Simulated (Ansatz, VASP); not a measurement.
# CuTe: VASP beside Ansatz

Aim: how closely do two programs agree when they are given the same cell, functional and k mesh? The cell is taken from a series of VASP runs on this material, whose earlier steps may have relaxed, scaled or displaced it; both programs get it as it stands.

Main program and level: Ansatz 0.2.0; plane waves, with VASP 6.6.1 beside it; relaxation of cell and atoms at PBEsol.

**1. The starting structure**

The structure is orthorhombic, space group Pmmn (No. 59). Conventional cell: a = 3.141 Å, b = 3.983 Å, c = 7.005 Å, α = 90.00°, β = 90.00°, γ = 90.00°. Te has 4 Cu at 2.59 to 2.71 Å and 2 Te at 3.14 Å nearest. Cu has 4 Te at 2.59 to 2.71 Å and 4 Cu at 2.60 Å nearest. Farther neighbours and most contacts between anions are not listed.

As a file:

```xyz
4
Lattice="3.1410 0.0000 0.0000 0.0000 3.9835 0.0000 0.0000 0.0000 7.0051" Properties=species:S:1:pos:R:3 pbc="T T T"
Te    1.5705    1.9917    5.4314
Te    0.0000    0.0000    1.5737
Cu    1.5705    0.0000    3.7833
Cu    0.0000    1.9917    3.2218
```

**2. VASP: relaxation of cell and atoms, PBEsol**

The relaxed volume is the usual yardstick between codes: its relative difference is about their pressure difference at one cell divided by the bulk modulus.

Lines of VASP's logs that name or quote its potential files are left out, and so is its time.

INCAR reads:

```
SYSTEM = CuTe
PREC = Accurate
ENCUT = 520
EDIFF = 1E-07
NELM = 100
ISMEAR = 1
SIGMA = 0.15
LREAL = .FALSE.
ALGO = Normal
GGA = PS
NBANDS = 23
LASPH = .TRUE.
LORBIT = 11
LWAVE = .FALSE.
LCHARG = .FALSE.
KPAR = 4
IBRION = 2
NSW = 50
ISIF = 3
EDIFFG = -0.005
```

POSCAR reads:

```
CuTe
1.0
    3.1410485525      0.0000000000      0.0000000000
    0.0000000000      3.9834682529      0.0000000000
    0.0000000000      0.0000000000      7.0051181459
Te Cu
2 2
Direct
    0.5000000000      0.5000000000      0.7753502360
    0.0000000000      0.0000000000      0.2246497640
    0.5000000000      0.0000000000      0.5400762953
    0.0000000000      0.5000000000      0.4599237047
```

KPOINTS reads:

```
Automatic mesh
0
Gamma
16 12 8
0 0 0
```

Potentials, in the order of the species: Te and Cu (PBE family, release 64).

On the command line:

```
$ mpirun -np 4 vasp_std
```

Numbers of over 12 decimals in the logs are rounded to 6 here.

What it wrote:

```text
[banner, memory and clock lines left out]
running    4 mpi-ranks, on    1 nodes
 distrk:  each k-point on    1 cores,    4 groups
 distr:  one band on    1 cores,    1 groups

 POSCAR found type information on POSCAR TeCu
 POSCAR found :  2 types and       4 ions
|                                                                             |
|               ----> ADVICE to this user running VASP <----                  |
|                                                                             |
|     You enforced a specific xc type in the INCAR file but a different       |
|     [... a line on the potential file left out ...]
|     I HOPE YOU KNOW WHAT YOU ARE DOING!                                     |
|                                                                             |

 LDA part: xc-table for (Slater+PW92), standard interpolation
 POSCAR, INCAR and KPOINTS ok, starting setup
 FFT: planning ... GRIDC
 FFT: planning ... GRID_SOFT
 FFT: planning ... GRID
 WAVECAR not read
 entering main loop
       N       E                     dE             d eps       ncg     rms          rms(c)
DAV:   1     0.233654239782E+03    0.23365E+03   -0.14367E+04 14490   0.170E+03
DAV:   2     0.194737652087E+00   -0.23346E+03   -0.22385E+03 14525   0.327E+02
DAV:   3    -0.171725267778E+02   -0.17367E+02   -0.16734E+02 19217   0.114E+02
DAV:   4    -0.178344838096E+02   -0.66196E+00   -0.66047E+00 19119   0.194E+01
DAV:   5    -0.178600611822E+02   -0.25577E-01   -0.25575E-01 22351   0.374E+00    0.167E+01
DAV:   6    -0.184814468840E+02   -0.62139E+00   -0.34407E+01 17570   0.160E+02    0.121E+01
DAV:   7    -0.158926470522E+02    0.25888E+01   -0.91163E+00 19103   0.906E+01    0.377E+00
DAV:   8    -0.159398756337E+02   -0.47229E-01   -0.13646E+00 23227   0.231E+01    0.241E+00
DAV:   9    -0.158929731573E+02    0.46902E-01   -0.34234E-01 21285   0.152E+01    0.164E+00
DAV:  10    -0.159018289591E+02   -0.88558E-02   -0.44443E-02 18094   0.669E+00    0.117E+00
DAV:  11    -0.158930568408E+02    0.87721E-02   -0.14910E-02 19008   0.425E+00    0.163E-01
DAV:  12    -0.158929909108E+02    0.65930E-04   -0.60264E-03 23248   0.118E+00    0.970E-02
DAV:  13    -0.158930429796E+02   -0.52069E-04   -0.50874E-04 21800   0.228E-01    0.187E-01
DAV:  14    -0.158930059310E+02    0.37049E-04   -0.33521E-05 17094   0.427E-02    0.186E-01
DAV:  15    -0.158929886537E+02    0.17277E-04   -0.20420E-05 16995   0.252E-02    0.158E-01
DAV:  16    -0.158929846496E+02    0.40041E-05   -0.37278E-06 23038   0.187E-02    0.117E-01
DAV:  17    -0.158929835321E+02    0.11175E-05   -0.42007E-07 18348   0.117E-02    0.977E-02
DAV:  18    -0.158929817451E+02    0.17870E-05   -0.46432E-06 17585   0.120E-02    0.258E-02
DAV:  19    -0.158929818061E+02   -0.60985E-07   -0.24506E-07 15269   0.354E-03
   1 F= -.15892982E+02 E0= -.15893267E+02  d E =-.158930E+02
 curvature:   0.00 expect dE= 0.000E+00 dE for cont linesearch  0.000E+00
 trial: gam= 0.00000 g(F)=  0.703E-06 g(S)=  0.389E-04 ort = 0.000E+00 (trialstep = 0.100E+01)
 search vector abs. value=  0.396E-04
 bond charge predicted
       N       E                     dE             d eps       ncg     rms          rms(c)
DAV:   1    -0.158937198278E+02   -0.73808E-03   -0.11304E-02 16772   0.243E+00    0.225E-01
DAV:   2    -0.158935066290E+02    0.21320E-03   -0.78692E-03 17514   0.281E+00    0.143E-01
DAV:   3    -0.158929981874E+02    0.50844E-03   -0.20313E-03 17730   0.151E+00    0.395E-02
DAV:   4    -0.158929775033E+02    0.20684E-04   -0.10310E-04 17650   0.814E-02    0.183E-02
DAV:   5    -0.158929723268E+02    0.51765E-05   -0.13190E-05 21622   0.119E-01    0.522E-03
DAV:   6    -0.158929718394E+02    0.48743E-06   -0.32353E-06 22810   0.293E-02    0.126E-03
DAV:   7    -0.158929718827E+02   -0.43327E-07   -0.84511E-08  9506   0.332E-03
   2 F= -.15892972E+02 E0= -.15893260E+02  d E =0.992345E-05
 trial-energy change:    0.000010  1 .order   -0.000003   -0.000040    0.000033
 step:   0.3115(harm=  0.5447)  dis= 0.00004  next Energy=   -15.892988 (dE=-0.577E-05)
 bond charge predicted
       N       E                     dE             d eps       ncg     rms          rms(c)
DAV:   1    -0.158933353248E+02   -0.36349E-03   -0.53441E-03 16716   0.167E+00    0.155E-01
DAV:   2    -0.158932405198E+02    0.94805E-04   -0.37310E-03 17458   0.193E+00    0.973E-02
DAV:   3    -0.158929966804E+02    0.24384E-03   -0.96377E-04 17723   0.105E+00    0.272E-02
DAV:   4    -0.158929874539E+02    0.92266E-05   -0.50225E-05 16581   0.531E-02    0.131E-02
DAV:   5    -0.158929852661E+02    0.21878E-05   -0.74535E-06 20832   0.901E-02    0.345E-03
DAV:   6    -0.158929850801E+02    0.18592E-06   -0.16555E-06 22904   0.223E-02    0.942E-04
DAV:   7    -0.158929850702E+02    0.99963E-08   -0.76614E-08  8862   0.182E-03
   3 F= -.15892985E+02 E0= -.15893271E+02  d E =-.326403E-05
 curvature:  -0.20 expect dE=-0.854E-06 dE for cont linesearch -0.501E-07
 trial: gam= 0.18672 g(F)=  0.266E-05 g(S)=  0.159E-05 ort =-0.314E-05 (trialstep = 0.862E+00)
 search vector abs. value=  0.446E-05
 reached required accuracy - stopping structural energy minimisation
```

From OUTCAR (step 2):

```text
ion  position               nearest neighbor table
   1  0.500  0.500  0.775-   3 2.59   3 2.59   4 2.71   4 2.71
   2  0.000  0.000  0.225-   4 2.59   4 2.59   3 2.71   3 2.71
   3  0.500  0.000  0.540-   1 2.59   1 2.59   4 2.60   4 2.60   4 2.60   4 2.60   2 2.71   2 2.71

  LATTYP: Found a simple orthorhombic cell.
 ALAT       =     3.1410485525
 B/A-ratio  =     1.2681969687
 C/A-ratio  =     2.2301846115

 Subroutine GETGRP returns: Found  8 space group operations
 (whereof  4 operations were pure point group operations)

The static configuration has the point symmetry C_2v.
 The point group associated with its full space group is D_2h.

 Found    315 irreducible k-points:

   k-points           NKPTS =    315   k-points in BZ     NKDIM =    315   number of bands    NBANDS=     23

   dimension x,y,z NGX =    24 NGY =   30 NGZ =   54
   dimension x,y,z NGXF=    48 NGYF=   60 NGZF=  108

   ENCUT  =  520.0 eV  38.22 Ry    6.18 a.u.   5.84  7.41 13.02*2*pi/ulx,y,z

   NELECT =      34.0000    total number of electrons

 k-points in reciprocal lattice and weights: Automatic mesh
   0.00000000  0.00000000  0.00000000       0.001
   0.06250000  0.00000000  0.00000000       0.001
   0.12500000  0.00000000  0.00000000       0.001
   0.18750000  0.00000000  0.00000000       0.001
   0.25000000  0.00000000  0.00000000       0.001
   0.31250000  0.00000000  0.00000000       0.001
   0.37500000  0.00000000  0.00000000       0.001
   0.43750000  0.00000000  0.00000000       0.001
   0.50000000  0.00000000  0.00000000       0.001
[...]
0.43750000  0.50000000  0.50000000       0.001
   0.50000000  0.50000000  0.50000000       0.001

 average (electrostatic) potential at core
       1 -87.8708       2 -87.8708       3 -64.4358       4 -64.4358

 E-fermi :   6.6870

 k-point     1 :       0.0000    0.0000    0.0000
  band No.  band energies     occupation
    ...
     11       4.0534      2.00000
     12       4.3261      2.00000
     13       4.4588      2.00000
     14       4.8379      2.00000
     15       5.6100      2.00000
     16       7.0086     -0.00975
     17       8.3487     -0.00000
     18       8.4418     -0.00000
     19       9.4312     -0.00000
     20       9.9206      0.00000
    ...

 k-point     2 :       0.0625    0.0000    0.0000
  band No.  band energies     occupation
    ...
     11       4.0427      2.00000
     12       4.3374      2.00000
     13       4.3492      2.00000
     14       4.9582      2.00000
     15       5.6668      2.00000
     16       7.0349     -0.00498
     17       7.9254     -0.00000
     18       8.3728     -0.00000
     19       9.3432     -0.00000
     20       9.4729     -0.00000
    ...

 k-point     3 :       0.1250    0.0000    0.0000
  band No.  band energies     occupation
    ...
     11       4.0135      2.00000
     12       4.1546      2.00000
     13       4.3658      2.00000
     14       5.1921      2.00000
     15       5.8219      2.00000
     16       6.8317     -0.04225
     17       7.1112     -0.00047
     18       7.9986     -0.00000
     19       8.6620     -0.00000
     20       9.5840     -0.00000
    ...

  Total       -0.0040541     -0.0106635      0.0014072      0.0000000      0.0000000      0.0000000
  in kB       -0.0740798     -0.1948509      0.0257139      0.0000000      0.0000000      0.0000000
  external PRESSURE =      -0.0810723 kB  Pullay stress =       0.0000000 kB

  energy-cutoff  :      520.00
  volume of cell :       87.68
      direct lattice vectors                 reciprocal lattice vectors
     3.141425188  0.000000000  0.000000000     0.318326855  0.000000000  0.000000000
     0.000000000  3.983843067  0.000000000     0.000000000  0.251013904  0.000000000
     0.000000000  0.000000000  7.006163206     0.000000000  0.000000000  0.142731474

 POSITION                                       TOTAL-FORCE (eV/Angst)
 -----------------------------------------------------------------------------------
      1.57071      1.99192      5.43222         0.000000      0.000000     -0.004426
      0.00000      0.00000      1.57394         0.000000      0.000000      0.004426
      1.57071      0.00000      3.78382         0.000000      0.000000     -0.002818
      0.00000      1.99192      3.22234         0.000000      0.000000      0.002818
 -----------------------------------------------------------------------------------
    total drift:                                0.000000      0.000000      0.000000

  FREE ENERGIE OF THE ION-ELECTRON SYSTEM (eV)
  ---------------------------------------------------
  free  energy   TOTEN  =       -15.8929850702 eV

  energy  without entropy=      -15.8938429316  energy(sigma->0) =      -15.89327102

 reached required accuracy - stopping structural energy minimisation

 total charge
# of ion       s       p       d       tot
------------------------------------------
    1        1.400   1.884   0.059   3.343
    2        1.400   1.884   0.059   3.343
    3        0.404   0.381   9.217  10.002
    4        0.404   0.381   9.217  10.002
--------------------------------------------------
tot          3.608   4.530  18.552  26.690

[... 3 further parts left out ...]
```

This run has no spin polarisation, so a moment on Cu, if there is one, isn't seen. The run keeps the 8 symmetry operations of its start, so it cannot find a distortion of lower symmetry.

(Part 1 of 2 ends here.)

[Lines on the potential files, build, host, timing and source positions are cut from VASP's logs without a mark.]

[Logs are printed without paths, hosts, clocks, repeated set-up lines and the standing remarks that a program may print on its own settings, such as how far it seeks lower states.]

[Hosts, paths, dates, database ids (printed as entryN), source tags and the programs' standing remarks are cut or masked in the printed files.]
